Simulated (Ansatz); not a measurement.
# Cd: what a guessed cell relaxes into, part 2 of 2

Aim: relax a trial structure of Cd and see where it ends.

Ansatz 0.2.0; DFT PBE, scalar-relativistic, plane waves, PAW. Earlier steps stand in the parts before.

## (4) Coarse relaxation, continued

The end of the coarse run is made exact in the group found at a tolerance of 0.06 Å and reduced to its primitive cell.

input.yaml

```yaml
crystal:
  lattice:
    - [2.9327395038, 0.0, 0.0]
    - [0.0, 2.9327395038, 0.0]
    - [0.0, 0.0, 3.1755412435]
  atoms:
    - { symbol: Cd, position: [0.5, 0.5, 0.5] }
basis:
  ecutwfc: 420
kpoints:
  mp_grid: { grid: [6, 6, 6] }
hamiltonian:
  xc: pbe
scf:
  occupations: { method: gaussian, width: 0.1 }
  lower_state_search: "off"
output:
  forces: true
  stress: true
  eigenvalues: true
relax:
  adjacent_minimum: "off"
  f_tol: 0.04
  max_steps: 70
  cell: { stress_tol: 0.4 }
```

On the command line:

```
$ ansatz run input.yaml --threads 1 --pin off --max-ram 2560MiB --backend cpu --events-out ev --progress --plain --runs-dir out
```

The program printed, shortened:

```text
Warning: RAYON_NUM_THREADS=1 ignored (pool sized by the plan → 1); use --threads N
[...]
Pseudopotentials: kind: paw
Pseudopotential: Cd, paw, valence charge 20, recommended cutoff 420 eV (normal), Cd.paw.azcp
Functional definition: PBE
[...]
Crystal: 1 atoms, lattice volume = 27.313 Å³
Basis set: ecut = 420 eV, 535 PW (Γ), exchange–correlation on 40×40×48 points (8 copies of the dense FFT grid, shifted against one another)
Bands: 14, of which v1, the nominal top of the filled ones, is band 10 counted from 1 (9 counted from 0)
Symmetry: 16 space group operations
Space group: P4/mmm (ITA 123), of the structure as read, at distance tolerance 3.0e-5 Å
k-points: 40 of 216
[...]
SCF iter   1: F=—  HF=-8254.338355 eV  |F-HF|=—  |Δ(HF+E_count)|=         —  Δρ=1.51e-3  dr2=8.43e-4  ethr=1.77e-3  ⟨swp⟩=5.4  Hψ=2850  notcnv=0
[...]
  atom   1  Cd     0.00000000     0.00000000     0.00000000
[...]
--- Stress (GPa, compression-positive) ---
        0.035066       0.000000      -0.000000
       -0.000000       0.035066       0.000000
       -0.000000       0.000000       0.267668
  P = ⅓ Tr σ = 0.1126 GPa (1.126 kbar)
--- Band table (eV; the first three rows and the last of 40) ---
  k-point 0: bands = ["-92.0362", "-53.0712", "-53.0712", "-53.0711", "1.2739", "1.2809", "2.5441", "2.5472", "2.5472", "3.3350", "20.1771", "20.1771", "20.2544", "23.7216"]
[...]
--- Relaxed structure (3 steps of the walk, 3 accepted, 1 SCFs on fresh bases) ---
  F+E_penalty+E_count = -8254.37428780 eV   max|allowed force component| = 0.000e0 eV/Å   (the final SCF, on the basis selected at the relaxed cell)
  cell:  # Å, volume = 27.2331 Å³
    - [3.010900127162374, 5.7203890784028924e-33, 7.502149611020187e-33]
    - [6.470604039504912e-33, 3.010900127162374, 1.7817605326172945e-33]
    - [8.123253181482271e-33, 1.9292726306020395e-33, 3.004034633369789]
  atoms:
    - { symbol: Cd, position: [0.49999999999999994, 0.49999999999999994, 0.5] }
```

It took 7.8 s on 1 thread of Intel Xeon at 2.50GHz (Skylake/Cascade Lake), shared host; peak memory 0.31 GiB.

The steps of the relaxation:

```
step  energy from step 1 (eV/cell)  largest force component (eV/Å)  pressure (GPa)  volume (Å³)
   1                        0.0000                          0.0000            0.51        27.31
   2                       -0.0352                          0.0000            0.02        27.33
   3                       -0.0359                          0.0000            0.12        27.23
   4                       -0.0358                          0.0000            0.11        27.23
```

Step 1 is the start. Step 4 repeats the geometry before it on a plane-wave basis chosen anew for that cell, so its energy need not be comparable with the rows above.

|  | before | after | change |
| --- | --- | --- | --- |
| a (Å) | 2.933 | 3.011 | +2.7 % |
| b (Å) | 2.933 | 3.011 | +2.7 % |
| c (Å) | 3.176 | 3.004 | -5.4 % |
| volume (Å³/atom) | 27.31 | 27.23 | -0.3 % |
| shortest distance (Å) | 2.933 | 3.004 | +2.4 % |
| space group (0.01 Å) | P4/mmm | Pm-3m | changed |

The run keeps the 16 symmetry operations of the start, so it could not have lowered the symmetry.

## (5) Final relaxation

The end of the coarse run is made exact in the group found at a tolerance of 0.06 Å and reduced to its primitive cell.

input.yaml

```yaml
crystal:
  lattice:
    - [3.0086116292, 0.0, 0.0]
    - [0.0, 3.0086116292, 0.0]
    - [0.0, 0.0, 3.0086116292]
  atoms:
    - { symbol: Cd, position: [0.5, 0.5, 0.5] }
basis:
  ecutwfc: 420
kpoints:
  mp_grid: { grid: [18, 18, 18] }
hamiltonian:
  xc: pbe
scf:
  occupations: { method: gaussian, width: 0.1 }
output:
  forces: true
  stress: true
  eigenvalues: true
relax:
  adjacent_minimum: "off"
  f_tol: 0.01
  max_steps: 80
  cell: { stress_tol: 0.05 }
```

On the command line:

```
$ ansatz run input.yaml --threads 1 --pin off --max-ram 2560MiB --backend cpu --events-out ev --progress --plain --runs-dir out
```

The program printed, shortened:

```text
Warning: RAYON_NUM_THREADS=1 ignored (pool sized by the plan → 1); use --threads N
[...]
[... 3 set-up lines as earlier in the session ...]
[...]
Crystal: 1 atoms, lattice volume = 27.233 Å³
Basis set: ecut = 420 eV, 515 PW (Γ), exchange–correlation on 48×48×48 points (8 copies of the dense FFT grid, shifted against one another)
Bands: 14, of which v1, the nominal top of the filled ones, is band 10 counted from 1 (9 counted from 0)
Symmetry: 48 space group operations
Space group: Pm-3m (ITA 221), of the structure as read, at distance tolerance 3.0e-5 Å
k-points: 220 of 5832
[...]
SCF iter   1: F=—  HF=-8254.329441 eV  |F-HF|=—  |Δ(HF+E_count)|=         —  Δρ=6.16e-4  dr2=9.89e-5  ethr=1.77e-3  ⟨swp⟩=5.4  Hψ=15772  notcnv=0
[...]
--- Forces (eV/Å), atoms counted from 1 ---
  atom   1  Cd     0.00000000     0.00000000    -0.00000000
[...]
--- Stress (GPa, compression-positive) ---
        0.004180       0.000000       0.000000
        0.000000       0.004180      -0.000000
        0.000000      -0.000000       0.004180
  P = ⅓ Tr σ = 0.0042 GPa (0.042 kbar)
--- Band table (eV; the first three rows and the last of 220) ---
  k-point 0: bands = ["-91.9038", "-52.9374", "-52.9374", "-52.9374", "1.3934", "1.3934", "2.6934", "2.6934", "2.6934", "3.4348", "20.4396", "20.4396", "20.4396", "24.0095"]
[...]
--- Relaxed structure (3 steps of the walk, 3 accepted, 1 SCFs on fresh bases) ---
  F+E_penalty+E_count = -8254.33002491 eV   max|allowed force component| = 0.000e0 eV/Å   (the final SCF, on the basis selected at the relaxed cell)
  cell:  # Å, volume = 26.9134 Å³
    - [2.9967885334082274, 1.2839532962581572e-34, 3.8518598887744713e-34]
    - [-3.8518598887744713e-34, 2.9967885334082274, 0.0]
    - [5.135813185032629e-34, 0.0, 2.9967885334082274]
  atoms:
    - { symbol: Cd, position: [0.49999999999999994, 0.49999999999999994, 0.49999999999999994] }
```

Wall time 28 s (1 thread of Intel Xeon at 2.50GHz (Skylake/Cascade Lake), shared host); peak memory 0.39 GiB.

The steps of the relaxation:

```csv
step,energy from step 1 (eV/cell),largest force component (eV/Å),pressure (GPa),volume (Å³)
1,0.0000,0.0000,-0.34,27.23
2,-0.0004,0.0000,-0.09,27.00
3,-0.0004,0.0000,0.00,26.91
4,-0.0003,0.0000,0.00,26.91
```

Step 1 is the start. Step 4 repeats the geometry before it on a plane-wave basis chosen anew for that cell, so its energy need not be comparable with the rows above.

|  | before | after | change |
| --- | --- | --- | --- |
| a (Å) | 3.009 | 2.997 | -0.4 % |
| b (Å) | 3.009 | 2.997 | -0.4 % |
| c (Å) | 3.009 | 2.997 | -0.4 % |
| volume (Å³/atom) | 27.23 | 26.91 | -1.2 % |
| shortest distance (Å) | 3.009 | 2.997 | -0.4 % |
| space group (0.01 Å) | Pm-3m | Pm-3m | same |

The run keeps the 48 symmetry operations of the start, so it could not have lowered the symmetry.

## (6) Changed: mp_grid.shift [0.5, 0.5, 0.5], lower_state_search off

input.yaml, as its differences from that of step 5:

```diff
@@ -10,3 +10,3 @@
 kpoints:
-  mp_grid: { grid: [18, 18, 18] }
+  mp_grid: { grid: [18, 18, 18], shift: [0.5, 0.5, 0.5] }
 hamiltonian:
@@ -15,6 +15,7 @@
   occupations: { method: gaussian, width: 0.1 }
+  lower_state_search: "off"
 output:
   forces: true
+  eigenvalues: true
   stress: true
-  eigenvalues: true
 relax:
```

On the command line:

```
$ ansatz run input.yaml --threads 1 --pin off --max-ram 2560MiB --backend cpu --events-out ev --progress --plain --runs-dir out
```

The program printed, shortened:

```text
Warning: RAYON_NUM_THREADS=1 ignored (pool sized by the plan → 1); use --threads N
[...]
[... 3 set-up lines as earlier in the session ...]
[...]
Crystal: 1 atoms, lattice volume = 27.233 Å³
Basis set: ecut = 420 eV, 515 PW (Γ), exchange–correlation on 48×48×48 points (8 copies of the dense FFT grid, shifted against one another)
Bands: 14, of which v1, the nominal top of the filled ones, is band 10 counted from 1 (9 counted from 0)
[... 2 set-up lines as earlier in the session ...]
k-points: 165 of 5832
[...]
SCF iter   1: F=—  HF=-8254.326873 eV  |F-HF|=—  |Δ(HF+E_count)|=         —  Δρ=6.28e-4  dr2=9.77e-5  ethr=1.77e-3  ⟨swp⟩=5.4  Hψ=11824  notcnv=0
[...]
Fermi energy:    10.817816 eV
[...]
--- Forces (eV/Å), atoms counted from 1 ---
  atom   1  Cd     0.00000000     0.00000000    -0.00000000
[...]
--- Stress (GPa, compression-positive) ---
        0.004371       0.000000      -0.000000
        0.000000       0.004371      -0.000000
       -0.000000      -0.000000       0.004371
  P = ⅓ Tr σ = 0.0044 GPa (0.044 kbar)
--- Band table (eV; the first three rows and the last of 165) ---
  k-point 0: bands = ["-91.9025", "-52.9364", "-52.9364", "-52.9364", "1.4045", "1.4045", "2.6881", "2.6891", "2.6891", "3.4778", "20.2547", "20.2547", "20.2887", "24.2487"]
[...]
--- Relaxed structure (3 steps of the walk, 3 accepted, 1 SCFs on fresh bases) ---
  F+E_penalty+E_count = -8254.32746664 eV   max|allowed force component| = 0.000e0 eV/Å   (the final SCF, on the basis selected at the relaxed cell)
  cell:  # Å, volume = 26.9092 Å³
    - [2.9966315542065343, 7.7037197775489426e-34, -4.49383653690355e-34]
    - [6.419766481290785e-34, 2.9966315542065343, 0.0]
    - [-5.135813185032629e-34, 0.0, 2.9966315542065343]
  atoms:
    - { symbol: Cd, position: [0.5, 0.5, 0.5] }
```

Run time: 22 s. Hardware: 1 thread of Intel Xeon at 2.50GHz (Skylake/Cascade Lake), shared host; peak memory 0.37 GiB.

| run | ending | energy change | pressure (GPa) | gap (eV) | force (eV/Å) | cycles | time |
| --- | --- | --- | --- | --- | --- | --- | --- |
| step 5 | converged | 0 | 0.0 | 0.00 | 0.00 | - | 28 s |
| variant | converged | +2.6 meV/atom | 0.0 | 0.00 | 0.00 | - | 22 s |

Changing the k-point mesh and search for lower states moves the energy by +2.6 meV/atom.

## (7) Outcome

This closing draws on all 2 parts. Changes of volume or cell count from the first structure of part 1.

```
                              quantity                                                                      value
symmetry at the end (tolerance 0.05 Å)                                                space group Pm-3m (No. 221)
                     conventional cell  a = 2.997 Å, b = 2.997 Å, c = 2.997 Å, α = 90.00°, β = 90.00°, γ = 90.00°
                                volume                                                              26.91 Å³/atom
        energy over the standard state                                                              +0.12 eV/atom
                       gap on the mesh                                                               none (metal)
```

What this shows: The symmetry goes from space group Pmmm (No. 47) to space group Pm-3m (No. 221), and the volume per atom shrinks by 32.2 % from the first guess. It lies above the element's standard state, so it is metastable at best. No finished test with a distortion of lower symmetry is shown, so the end may be a saddle point.
